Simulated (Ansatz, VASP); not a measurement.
**BN in VASP and in Ansatz**

Contents of POSCAR:

```
BN
1.0
    0.0430751675      1.8479006210      1.8479006210
    1.8479006210      0.0430751675      1.8479006210
    1.8479006210      1.8479006210      0.0430751675
B N
1 1
Direct
   -0.0003674759     -0.0003674759     -0.0003674759
    0.2503674759      0.2503674759      0.2503674759
```

File INCAR.step1:

```
PREC     = Accurate       # precision mode
ENCUT    = 520            # plane-wave cutoff, eV
ISMEAR   = 0              # smearing method
SIGMA    = 0.01           # smearing width, eV
LREAL    = False          # projectors in reciprocal space
LASPH    = True           # aspherical terms in the spheres
NELM     = 80             # most SCF steps
NBANDS   = 11             # bands
GGA      = PE             # functional
ALGO     = Normal         # electronic algorithm
EDIFF    = 1E-4           # SCF threshold, eV
LWAVE    = True           # write WAVECAR
LCHARG   = False          # write CHGCAR
```

The input INCAR.step2:

```
PREC     = Accurate       # precision mode
ENCUT    = 520            # plane-wave cutoff, eV
EDIFF    = 1E-6           # SCF threshold, eV
ISMEAR   = 0              # smearing method
SIGMA    = 0.01           # smearing width, eV
LREAL    = False          # projectors in reciprocal space
LASPH    = True           # aspherical terms in the spheres
NELM     = 80             # most SCF steps
ALGO     = Normal         # electronic algorithm
ISIF     = 2              # what is computed and relaxed
LWAVE    = False          # write WAVECAR
LCHARG   = False          # write CHGCAR
METAGGA  = R2SCAN         # meta-GGA
LMIXTAU  = True         
NBANDS   = 11             # bands
ISTART   = 1
```

File KPOINTS:

```
Automatic mesh
0
Gamma
  12 12 12
```

Input for Ansatz:

```yaml
crystal:
  lattice:
    - [0.0430751675, 1.847900621, 1.847900621]
    - [1.847900621, 0.0430751675, 1.847900621]
    - [1.847900621, 1.847900621, 0.0430751675]
  atoms:
    - { symbol: B, position: [-0.0003674759, -0.0003674759, -0.0003674759] }
    - { symbol: "N", position: [0.2503674759, 0.2503674759, 0.2503674759] }
kpoints:
  mp_grid: { grid: [12, 12, 12] }
  band_path:
    path:
      - [0.0, 0.0, 0.0]
      - [-0.5, -0.5, 0.0]
      - [-0.375, -0.375, 0.25]
      - [-0.375, 0.0, 0.375]
      - [0.0, 0.0, 0.5]
      - [-0.5, -0.25, 0.25]
    npoints: 1
hamiltonian:
  xc: r2scan
scf:
  occupations: { method: fixed }
  n_extra_bands: 4
output:
  forces: true
  stress: true
  eigenvalues: true
```

Change from the starting cell: shear_111 strain +3.6%.

Alike in both runs: task single point; functional r2SCAN; k mesh 12 × 12 × 12; no spin polarisation.

|  | VASP | Ansatz |
| --- | --- | --- |
| version | VASP 6.6.1 | Ansatz 0.2.0 |
| potentials or method | VASP PAW PBE potentials, release 64 (B, N) | plane waves, PAW |
| plane-wave cutoff (eV) | 520 | 500 |
| occupations | gaussian, width 0.01 eV | fixed |
| valence electrons in the cell | 8 | 8 |

Ansatz gave:

| Property | Result |
| --- | --- |
| gap on the k mesh at the Fermi level (eV) | 4.90 |
| pressure (GPa) | -12.2 |
| largest component of the traceless stress (GPa) | 9.71 |
| rms of the force components (eV/Å) | 0.001 |

Estimate VASP's values.

gap on the k mesh at the Fermi level (eV): 4.88; pressure (GPa): -11.3; largest component of the traceless stress (GPa): 9.78; rms of the force components (eV/Å): 0.005.

Atom by atom the forces differ by 0.006 eV/Å (rms over components).

Caveats: the PAW data sets were made with another functional, which shifts forces and pressure a little (VASP). A k mesh can miss the band edges.
